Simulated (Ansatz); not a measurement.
## Formation energy of rocksalt-structured BaO

Method: PBE, scalar-relativistic; no spin polarisation; PAW, 420 eV, Γ-centred 10×10×10 mesh, 0.05 eV Gaussian smearing; code Ansatz. The datasets are Ansatz's generated set soft_2.

The compound is reported in the structure type of the start.

The structure is cubic, space group Fm-3m (No. 225). The conventional cell has a = 5.574 Å, b = 5.574 Å, c = 5.574 Å, α = 90.00°, β = 90.00°, γ = 90.00°. Around Ba (site symmetry m-3m) lie 6 O at 2.79 Å. O (site symmetry m-3m) is surrounded by 6 Ba at 2.79 Å. (Shells end 15 % past the nearest neighbour.)

The elements were computed in their standard states (gases as isolated molecules) with the same datasets, cutoff and functional. Total energies depend on the potentials used, so only differences within one code and one set of settings carry meaning.

Energy of the relaxed cell (2 atoms, smearing extrapolated to zero): -6519.546 eV. Elements, in eV/atom: Ba -5949.540, O -564.968.

What is the formation energy?

[-6519.546 − (1 × -5949.540 + 1 × -564.968)] / 2 = -2.52 eV/atom, or -243 kJ per mole of atoms.

The value is for 0 K, without zero-point energy and without any correction for the binding of gas molecules. Uncorrected semilocal values for oxides, chalcogenides and halides often miss by tenths of an eV an atom. A negative value shows stability against the elements alone, not against other compounds or structures.

Bader charges against formal ones: Ba +1.44 (+2), O −1.44 (−2). The cations give up 72 % of the formal charge; Bader charges stay under formal ones because the anions' density reaches into the cations' basins.

Formal charges Ba²⁺, O²⁻ balance and leave closed shells on every ion, so a band insulator is expected, and the gap is 2.10 eV.

Kohn–Sham gaps of semilocal functionals lie under measured ones, often by a third or more. For elements this heavy, spin–orbit coupling would shift levels and gaps; it isn't included here.
